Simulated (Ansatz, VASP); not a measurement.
## Si in two plane-wave programs

Wanted: the spread between two codes on one cell, functional and k mesh. The structure shown is the start of the Ansatz relaxation below; VASP solves that cell, so the two are compared at the walk's first step.

Program: Ansatz 0.2.0. Level of theory: plane waves, with VASP 6.6.1 beside it; single point at revPBE. Results are calculated unless marked as measured.

## (1) The starting structure

The cell holds 2 atoms: 2 Si. Cell: a = 3.474 Å, b = 3.474 Å, c = 23.951 Å, α = 90.0°, β = 90.0°, γ = 60.0°. As first built, before any earlier steps moved the atoms (in the runner's words): all C replaced by Si in a single layer of C. Vacuum lies along c. The height across the vacuum is the one that the program set for its solve, not the one typed.

Structure file:

```cif
data_structure
_symmetry_space_group_name_H-M 'P 1'
_symmetry_Int_Tables_number 1
_cell_length_a 3.4740
_cell_length_b 3.4740
_cell_length_c 23.9515
_cell_angle_alpha 90.000
_cell_angle_beta 90.000
_cell_angle_gamma 60.000
_cell_volume 250.34
loop_
_atom_site_label
_atom_site_type_symbol
_atom_site_fract_x
_atom_site_fract_y
_atom_site_fract_z
_atom_site_occupancy
Si1 Si 0.00000 0.00000 0.33355 1
Si2 Si 0.33333 0.33333 0.33671 1
```

## (2) Ansatz: relaxation, revPBE

Ansatz runs on its default PAW (the set named soft_2) files.

The two programs are compared at the cell with which this relaxation starts, whose forces are those of its first step.

Contents of input.yaml:

```yaml
crystal:
  lattice:
    - [3.4740285886, 2.9e-09, 0.0]
    - [1.7370142918, 3.0085970127, 0.0]
    - [0.0, 0.0, 16.05355218]
  atoms:
    - { symbol: Si, position: [0.0, 0.0, 0.49764077] }
    - { symbol: Si, position: [0.3333333333, 0.3333333333, 0.50235923] }
  periodic: [true, true, false]
kpoints:
  mp_grid: { grid: [7, 7, 1] }
scf:
  occupations: { method: fermi_dirac, width: 0.05 }
hamiltonian:
  xc: revpbe
output:
  forces: true
  stress: true
  write_density: true
  write_potential: true
  elf: true
  volumetric_format: npy
relax:
  f_tol: 0.02
  max_steps: 50
  cell: {}
```

The run is started by

```
$ ansatz run input.yaml --threads 1 --pin off --max-ram 4096MiB --backend cpu --events-out ev --progress --plain --runs-dir out
```

Numbers of over 12 decimals in the logs are rounded to 6 here.

Log:

```text
Warning: crystal.periodic: the lattice vector that does not repeat stood 0.000° off the slab's normal, 16.054 Å along it as the deck builds it. The run solves the slab on a vector along the normal, 23.951 Å long, with every atom where it was (on the deck's vector they left 15.98 Å outside them, and the widest stretch free of ions among them is 0.08 Å). A fractional position that the run reports is one of the run's ce [...]
crystal.periodic: the lattice vector that does not repeat stood 0.000° off the slab's normal, 16.054 Å along it as the deck builds it. The run solves the slab on a vector along the normal, 23.951 Å long, with every atom where it was (on the deck's vector they left 15.98 Å outside them, and the widest stretch free of ions among them is 0.08 Å). A fractional position that the run reports is one of the run's cell, which [...]
Engine: ansatz 0.2.0, aarch64-unknown-linux-gnu
Pseudopotentials: kind: paw
Pseudopotential: Si, paw, valence charge 4, recommended cutoff 420 eV (normal), Si.paw.azcp
Functional definition: revPBE
  parameter kappa = 1.245
  parameter beta = 0.066725
  exchange = pbe_x(kappa = kappa, mu = beta*pi^2/3)
  correlation = pbe_c(beta = beta)
Crystal: 2 atoms, lattice volume = 250.340 Å³
Basis set: ecut = 420 eV, 4887 PW (Γ), exchange–correlation on 48×48×324 points (8 copies of the dense FFT grid, shifted against one another)
Bands: 8, of which v1, the nominal top of the filled ones, is band 4 counted from 1 (3 counted from 0)
Symmetry: 12 space group operations
Space group: P-3m1 (ITA 164), of the structure as read, at distance tolerance 6.3e-5 Å
k-points: 8 of 49
Non-local potential: Si, projectors of the file, l = 0: 2, l = 1: 2, l = 2: 2
PAW form: soft (Blöchl's): semilocal exchange-correlation on the pseudo side does not see the compensation charge
PAW frozen core: Si, regenerated for the run's functional, and the local potential with it (the file was generated under x = pbe(κ = 0.804, μ = 0.219515), c = pbe(β = 0.066725))
PAW one-centre angular grid: Si, 110 points (default); XC on 64 Gauss nodes
Initial density: superposition of atomic densities (neutral atoms: chi_scale 0, normalization atom), corrected by the library's trained network
Initial wavefunctions: pseudopotential atomic-orbital guess
Functional: x = revpbe(κ = 1.245, μ = 0.219515), c = pbe(β = 0.066725)
SCF iter   1: F=—  HF=-1273.070663 eV  |F-HF|=—  |Δ(HF+E_count)|=         —  Δρ=1.01e-3  dr2=2.52e-3  ethr=1.77e-3  ⟨swp⟩=11.2  Hψ=886  notcnv=0
preconditioner: auto → none  [insulator: Δε(μ)=1.428 eV  Ē_g=9.524 eV  σ=0.050 eV  W_gap=1.00  n_scr=10 (ndim 8)  ℏωp=6.6 eV  f_vac=0.786  D(μ)=0.00/eV (n_scr^D=0)  ε∞_Penn≈1.5]
SCF iter   2: F=—  HF=-1273.075598 eV  |F-HF|=—  |Δ(HF+E_count)|=   4.93e-3  Δρ=5.22e-4  dr2=6.18e-4  ethr=3.15e-5  ⟨swp⟩=3.9  Hψ=239  notcnv=0
SCF iter   3: F=—  HF=-1273.076848 eV  |F-HF|=—  |Δ(HF+E_count)|=   1.25e-3  Δρ=7.38e-5  dr2=1.17e-5  ethr=7.73e-6  ⟨swp⟩=3.0  Hψ=141  notcnv=0
[...]
SCF iter   4: F=—  HF=-1274.889850 eV  |F-HF|=—  |Δ(HF+E_count)|=   1.46e-5  Δρ=5.89e-5  dr2=2.51e-5  ethr=1.53e-7  ⟨swp⟩=3.6  Hψ=123  notcnv=0
SCF iter   5: F=-1274.889840 eV  HF=-1274.889840 eV  |F-HF|=3.45e-8  |Δ(HF+E_count)|=   1.05e-5  Δρ=3.08e-6  dr2=6.34e-8  ethr=2.50e-9  ⟨swp⟩=12.6  Hψ=554  notcnv=0
SCF 5 converged in 5 iterations: F = -1274.889840 eV  dr2 = 6.34e-8
  greatest PAW one-centre occupation: 0.648 electrons in one spin orbital (limit 2), on the Si atom at site 1 (counted from 0), in its partial waves of l = 0
relax step   5: F+E_penalty+E_count = -1274.88983999 eV  Δ(F+E_penalty+E_count) = -4.892e-3 eV  max|allowed force component| = 6.002e-2 eV/Å  Δτ_max = 0.0553 Å  P = +0.421 N/m  Ω = 310.830 Å³  energy of the carried Pulay correction = -1.006e-3 eV  fix = [c, alpha, beta]  reactions: c +0.000 N/m  (5 SCF iters, dr2 threshold 2.00e-7 eV, accepted)
[...]
relax step   6: F+E_penalty+E_count = -1274.89157322 eV  Δ(F+E_penalty+E_count) = -1.733e-3 eV  max|allowed force component| = 1.144e-3 eV/Å  Δτ_max = 0.0115 Å  P = -0.033 N/m  Ω = 312.934 Å³  energy of the carried Pulay correction = -1.037e-3 eV  fix = [c, alpha, beta]  reactions: c -0.000 N/m  (4 SCF iters, dr2 threshold 2.00e-7 eV, accepted)
[...]
relax step   7: F+E_penalty+E_count = -1274.89747979 eV  Δ(F+E_penalty+E_count) = -5.907e-3 eV  max|allowed force component| = 1.311e-3 eV/Å  Δτ_max = 0.0000 Å  P = +0.037 N/m  Ω = 312.934 Å³  fix = [c, alpha, beta]  reactions: c +0.000 N/m  stress off target by 3.68e-2 N/m on what of the cell is left free  SCF on the basis re-selected at this cell (its energy is not comparable with the rows above)  (5 SCF iters)
basis re-selected at this cell: Δ(F+E_penalty+E_count) = -5.907e-3 eV, ΔP = +0.070 N/m vs the last step (what re-selecting the basis moved, of the pressure what is left beyond the Pulay correction that the steps carried, after the strain that the cell walked since its last selection, with what the two solves' SCF thresholds leave and, on support functions, any second-order correction that the steps lacked; it is no measure of the basis error at this ecutwfc). The dense FFT grid was sized anew with the basis: this SCF ran on 27×27×162 points, the steps before it on 24×24×162, so part of this shift can come from that change (see relax.cell in the input reference). [rest of the remark cut]
WARN: The output density's exchange-correlation potential varies sharply where the density is thin. Do not read a vacuum level from v_tot or v_xc, or from such a field of the output density. On a cell that repeats whose density bears no net charge and no dipole along the vacuum's axis use v_es (v_loc + v_h of the components); under efield.dipole_correction with no amplitude use v_es + v_field, which holds any externa [...]
SCF converged after 5 iterations
Free energy (F): -1274.897480 eV
Harris-Foulkes:  -1274.897480 eV  (|F-HF|=2.01e-10)
Internal energy: -1274.897477 eV  (E = F + TS)
E sigma→0 (E₀):  -1274.897479 eV
Entropy (-TS):   -0.000003 eV (-0.001 meV/atom)
Fermi energy:    -4.555358 eV
--- Per-component energies (eV) ---
  E_band       = -75.645089
  E_kinetic    = 77.367810
  E_local      = -2374.237029  (includes V_loc(G=0)·N_el)
  E_nonlocal   = 51.271544
  E_hartree    = 1132.355072
  E_xc         = -108.573466
  E_vxc        = -90.512235  (∫ρ·V_xc dr)
  E_paw        = -1029.515650  (= ΣΔE_a)
  E_vpaw       = -4.245323  (= ΣTr[D̂ρ^β])
  E_aug_tail   = 0.000013  (compensation charges beyond the density's cutoff)
  E_ewald      = 976.472160
  E_core_change = -0.037931  (= ΣΔE_core)
  E_smearing   = -0.000003  (= −TS)
  E_closure    = 0.000000  (closes the sum)
  Σ components = -1274.897480   (vs F -1274.897480, Δ=0.00e0)
--- Forces (eV/Å), atoms counted from 1 ---
  atom   1  Si    -0.00000000     0.00000000    -0.00131105
  atom   2  Si     0.00000000    -0.00000000     0.00131105
  max |Σ_I F_I| component: 4.34e-19 eV/Å
--- 2D stress c σ (N/m, compression-positive) ---
        0.036779      -0.000000       0.000000
        0.000000       0.036779      -0.000000
        0.000000      -0.000000       0.000000
  P = ½ c Tr σ = 0.0368 N/m
--- Band table (eV; the first three rows and the last of 8) ---
  k-point 0: bands = ["-15.5630", "-7.6555", "-5.8143", "-5.8143", "-2.7226", "-1.9057", "-1.5790", "-1.5790"]
  k-point 1: bands = ["-15.3284", "-7.6391", "-7.0734", "-6.1795", "-2.3412", "-1.7703", "-0.8391", "-0.7609"]
  k-point 2: bands = ["-14.6435", "-9.5272", "-6.7719", "-6.6989", "-3.0293", "-2.0899", "-0.1661", "0.7643"]
  k-point 7: bands = ["-13.0058", "-11.6890", "-8.7655", "-5.1441", "-3.9331", "-0.2475", "0.3936", "0.7299"]
  the weakly bound empty levels are not read free of the cell's end (no_gap_told)
--- Relaxed structure (6 steps of the walk, 6 accepted, 1 SCFs on fresh bases) ---
  F+E_penalty+E_count = -1274.89747979 eV   max|allowed force component| = 1.311e-3 eV/Å   (the final SCF, on the basis selected at the relaxed cell)
  cell:  # Å, volume = 312.9344 Å³
    - [3.884141, 3.2349416368837297e-9, 0]
    - [1.942071, 3.363765, 0]
    - [0, 0, 23.951496]
  atoms:
    - { symbol: Si, position: [-5.08852219630634e-17, -5.08852219630634e-17, 0.325741] }
    - { symbol: Si, position: [0.333333, 0.333333, 0.344512] }
```

In the SCF lines HF is the Harris–Foulkes energy and dr2 the Hartree energy of the density residual, in eV; the loop may stop once dr2 is under the threshold and the program's other checks hold. Hψ counts applications of the Hamiltonian.

## (3) VASP: single point, revPBE, start cell

The same cell, functional, mesh and smearing now go to VASP, with its own data sets.

Lines of VASP's logs that name or quote its potential files are left out, and so is its time.

Contents of INCAR:

```
SYSTEM = Si
PREC = Accurate
ENCUT = 400
EDIFF = 1E-06
NELM = 120
ISMEAR = -1
SIGMA = 0.05
LREAL = .FALSE.
ALGO = Normal
GGA = RE
NBANDS = 10
LORBIT = 11
LWAVE = .FALSE.
LCHARG = .FALSE.
ISIF = 2
LDIPOL = .TRUE.
IDIPOL = 3
DIPOL = 0.5 0.5 0.335
LVHAR = .TRUE.
LASPH = .TRUE.
GGA_COMPAT = .FALSE.
EFERMI = MIDGAP
NELMDL = -8
```

Contents of POSCAR:

```
Si
1.0
    3.4740290000      0.0000000000      0.0000000000
    1.7370140000      3.0085970000      0.0000000000
    0.0000000000      0.0000000000     23.9514960000
Si
2
Direct
    0.0000000000      0.0000000000      0.3335450111
    0.3333331820      0.3333334441      0.3367075693
```

Contents of KPOINTS:

```
Automatic mesh
0
Gamma
7 7 1
0 0 0
```

PAW data sets: Si (PBE family, release 64).

The run is started by

```
$ mpirun -np 1 vasp_std
```

Log:

```text
[banner, memory and clock lines left out]
running    1 mpi-ranks, on    1 nodes
 distrk:  each k-point on    1 cores,    1 groups
 distr:  one band on    1 cores,    1 groups

 POSCAR found type information on POSCAR Si
 POSCAR found :  1 types and       2 ions
|                                                                             |
|               ----> ADVICE to this user running VASP <----                  |
|                                                                             |
|     You enforced a specific xc type in the INCAR file but a different       |
|     [... a line on the potential file left out ...]
|     I HOPE YOU KNOW WHAT YOU ARE DOING!                                     |
|                                                                             |

 LDA part: xc-table for (Slater+PW92), standard interpolation
 POSCAR, INCAR and KPOINTS ok, starting setup
 FFT: planning ... GRIDC
 FFT: planning ... GRID_SOFT
 FFT: planning ... GRID
 WAVECAR not read
 entering main loop
       N       E                     dE             d eps       ncg     rms          rms(c)
DAV:   1     0.428385434417E+02    0.42839E+02   -0.22434E+03   160   0.416E+02
DAV:   2    -0.575284227004E+01   -0.48591E+02   -0.44754E+02   258   0.875E+01
DAV:   3    -0.823593145086E+01   -0.24831E+01   -0.24806E+01   236   0.238E+01
DAV:   4    -0.826875632582E+01   -0.32825E-01   -0.32816E-01   264   0.343E+00
DAV:   5    -0.826905718914E+01   -0.30086E-03   -0.30081E-03   250   0.333E-01
DAV:   6    -0.826907467703E+01   -0.17488E-04   -0.17488E-04   246   0.572E-02
DAV:   7    -0.826907490445E+01   -0.22742E-06   -0.22701E-06   246   0.562E-03
DAV:   8    -0.826907491747E+01   -0.13022E-07   -0.13197E-07   262   0.115E-03    0.807E+00
DAV:   9    -0.772995529977E+01    0.53912E+00   -0.37897E-01   180   0.281E+00    0.505E+00
DAV:  10    -0.746201881836E+01    0.26794E+00   -0.92227E-01   176   0.447E+00    0.595E-01
DAV:  11    -0.745873114208E+01    0.32877E-02   -0.64638E-02   188   0.134E+00    0.223E-01
DAV:  12    -0.745811986701E+01    0.61128E-03   -0.17079E-03   228   0.242E-01    0.209E-01
DAV:  13    -0.745738152141E+01    0.73835E-03   -0.18262E-03   170   0.173E-01    0.282E-01
DAV:  14    -0.745281269937E+01    0.45688E-02   -0.50715E-03   200   0.270E-01    0.263E-01
[...]
DAV:  19    -0.745436174246E+01   -0.38110E-03   -0.34962E-05   164   0.335E-02    0.123E-01
DAV:  20    -0.745460909979E+01   -0.24736E-03   -0.16199E-05   174   0.154E-02    0.126E-01
DAV:  21    -0.745482860699E+01   -0.21951E-03   -0.22494E-05   194   0.175E-02    0.123E-02
DAV:  22    -0.745485682440E+01   -0.28217E-04   -0.81965E-07   212   0.397E-03    0.755E-03
DAV:  23    -0.745490515588E+01   -0.48331E-04   -0.47055E-06   176   0.629E-03    0.688E-03
DAV:  24    -0.745490843235E+01   -0.32765E-05   -0.70055E-08   222   0.991E-04    0.320E-03
DAV:  25    -0.745491316754E+01   -0.47352E-05   -0.15136E-07   172   0.138E-03    0.545E-04
DAV:  26    -0.745491376889E+01   -0.60134E-06   -0.76892E-09   212   0.313E-04
   1 F= -.74549138E+01 E0= -.74549136E+01  d E =-.245603E-06
```

From OUTCAR (step 3):

```text
ion  position               nearest neighbor table
   1  0.000  0.000  0.334-   2 2.01   2 2.01   2 2.01
   2  0.333  0.333  0.337-   1 2.01   1 2.01   1 2.01

  LATTYP: Found a hexagonal cell.
 ALAT       =     3.4740284317
 C/A-ratio  =     6.8944444384

 Subroutine GETGRP returns: Found 12 space group operations
 (whereof  6 operations were pure point group operations)

The static configuration has the point symmetry C_3v.
 The point group associated with its full space group is D_3d.

 Found      8 irreducible k-points:

   k-points           NKPTS =      8   k-points in BZ     NKDIM =      8   number of bands    NBANDS=     10

   dimension x,y,z NGX =    24 NGY =   24 NGZ =  160
   dimension x,y,z NGXF=    48 NGYF=   48 NGZF=  320

   ENCUT  =  400.0 eV  29.40 Ry    5.42 a.u.   5.67  5.67 39.06*2*pi/ulx,y,z

   NELECT =       8.0000    total number of electrons

 k-points in reciprocal lattice and weights: Automatic mesh
   0.00000000  0.00000000  0.00000000       0.020
   0.14285714 -0.00000000  0.00000000       0.122
   0.28571429  0.00000000  0.00000000       0.122
   0.42857143  0.00000000  0.00000000       0.122
   0.28571429  0.14285714  0.00000000       0.122
   0.42857143  0.14285714  0.00000000       0.245
  -0.42857143  0.14285714  0.00000000       0.122
  -0.42857143  0.28571429  0.00000000       0.122

 dipolmoment           0.000000      0.000000      0.000001 electrons x Angstroem

 average (electrostatic) potential at core
       1 -91.8126       2 -91.8126

 E-fermi :  -2.8184

 k-point     1 :       0.0000    0.0000    0.0000
  band No.  band energies     occupation
      1     -15.4951      2.00000
      2      -6.7896      2.00000
      3      -3.9591      2.00000
      4      -3.9591      2.00000
      5      -0.0259      0.00000
      6       0.4078      0.00000
      7       0.4078      0.00000
      8       1.3178      0.00000
      9       1.6354      0.00000
    ...

 k-point     2 :       0.1429   -0.0000    0.0000
  band No.  band energies     occupation
      1     -15.1900      2.00000
      2      -6.4961      2.00000
      3      -5.4456      2.00000
      4      -4.4717      2.00000
      5      -0.0050      0.00000
      6       0.3325      0.00000
      7       1.4893      0.00000
      8       1.6518      0.00000
      9       1.9743      0.00000
    ...

 k-point     3 :       0.2857    0.0000    0.0000
  band No.  band energies     occupation
      1     -14.2929      2.00000
      2      -8.0243      2.00000
      3      -5.6316      2.00000
      4      -5.2503      2.00000
      5      -0.8269      0.00000
      6       0.7271      0.00000
      7       1.3322      0.00000
      8       2.6603      0.00000
      9       2.9905      0.00000
    ...

  Total       16.5265490     16.5265450      0.0295420     -0.0000027     -0.0000000     -0.0000000
  in kB      105.7700370    105.7700111      0.1890690     -0.0000176     -0.0000000     -0.0000000
  external PRESSURE =      70.5763723 kB  Pullay stress =       0.0000000 kB

  energy-cutoff  :      400.00
  volume of cell :      250.34
      direct lattice vectors                 reciprocal lattice vectors
     3.474029000  0.000000000  0.000000000     0.287850217 -0.166190372  0.000000000
     1.737014000  3.008597000  0.000000000     0.000000000  0.332380841  0.000000000
     0.000000000  0.000000000 23.951496000     0.000000000  0.000000000  0.041751046

 POSITION                                       TOTAL-FORCE (eV/Angst)
 -----------------------------------------------------------------------------------
      0.00000      0.00000      7.98890        -0.000000     -0.000000     -0.469327
      1.73701      1.00287      8.06465         0.000000      0.000000      0.469327
 -----------------------------------------------------------------------------------
    total drift:                               -0.000001      0.000001      0.000036

  FREE ENERGIE OF THE ION-ELECTRON SYSTEM (eV)
  ---------------------------------------------------
  free  energy   TOTEN  =        -7.4549137689 eV

  energy  without entropy=       -7.4549135233  energy(sigma->0) =       -7.45491365

 vacuum level on the upper side and lower side of the slab         1.614         1.614

 total charge
# of ion       s       p       d       tot
------------------------------------------
    1        0.804   1.202   0.000   2.006
    2        0.804   1.202   0.000   2.006
--------------------------------------------------
tot          1.609   2.403   0.000   4.012

[... 3 further parts left out ...]
```

## (4) Comparison

Known differences besides the potentials themselves: Ansatz cuts the interaction across the vacuum, VASP repeats the sheet with a dipole correction; the cutoff is 420 eV in Ansatz and 400 eV in VASP; Ansatz makes its cores anew for this functional, VASP keeps those of its PBE data sets. Total energies have different zeros and are not compared.

Forces (eV/Å; atoms numbered as in POSCAR):

```
atom        Ansatz x, y, z          VASP x, y, z
 Si1  0.000, 0.000, -0.472  0.000, 0.000, -0.469
 Si2   0.000, 0.000, 0.472   0.000, 0.000, 0.469
```

The forces differ by 1.6 meV/Å r.m.s., which is 0.6 % of the r.m.s. force of 0.271 eV/Å (both taken over all components). With vacuum in the cell, a pressure given here is an average over mostly empty space and none of the material.

## (5) What came out

```
r.m.s. force difference (single point, revPBE, start cell) : 0.60 % of the r.m.s. force
```

In words: The r.m.s. force difference is 0.60 % of the r.m.s. force (single point, revPBE, start cell), within the 3 % picked in this series as the mark of a large difference. 1 further run of this series is not shown here. How closely two codes agree says nothing of how well the functional describes the real material.

[Lines on the potential files, build, host, timing and source positions are cut from VASP's logs without a mark.]

[Logs are printed without paths, hosts, clocks, repeated set-up lines and the standing remarks that a program may print on its own settings, such as how far it seeks lower states.]

[Hosts, paths, dates, database ids (printed as entryN), source tags and the programs' standing remarks are cut or masked in the printed files.]
